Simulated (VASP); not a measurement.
A run of VASP 6.6.1 is set up as follows.

Contents of INCAR:

```
SYSTEM = TiN
ALGO     = Normal         ! electronic algorithm
EDIFF    = 1E-7           ! SCF threshold, eV
EDIFFG   = -0.005         ! ionic threshold
ENCUT    = 600            ! plane-wave cutoff, eV
GGA      = CA             ! functional
IBRION   = 2              ! ionic algorithm
ISIF     = 3              ! what is computed and relaxed
ISMEAR   = 1              ! smearing method
LASPH    = .TRUE.         ! aspherical terms in the spheres
LCHARG   = .FALSE.        ! write CHGCAR
LREAL    = .FALSE.        ! projectors in reciprocal space
LWAVE    = .FALSE.        ! write WAVECAR
NELM     = 80             ! most SCF steps
NSW      = 90             ! ionic steps
PREC     = Accurate       ! precision mode
SIGMA    = 0.1            ! smearing width, eV
```

Contents of KPOINTS:

```
k-points
0
G
  16 16 16
  0 0 0
```

File POSCAR:

```
TiN                                     
1.0
    0.0000000000      2.0879044249      2.0879044249
    2.0879044249      0.0000000000      2.0879044249
    2.0879044249      2.0879044249      0.0000000000
  Ti              N             
     1     1
Direct
     1.0000000000000000    1.0000000000000000    0.0000000000000000
     0.5000000000000000    0.5000000000000000    0.5000000000000000
```

Potentials or basis: VASP PAW LDA potentials, release 64 (Ti_sv, N).

Command:

```sh
$ cat potpaw_LDA.64/Ti_sv/POTCAR potpaw_LDA.64/N/POTCAR > POTCAR
$ mpirun -np 1 vasp_std > vasp.out
```

(1) What does it give for the band gap on the k mesh?

Results:

(1) none (metal or under the smearing width).

Caveat: the relaxation stopped at its first step, so nothing moved.
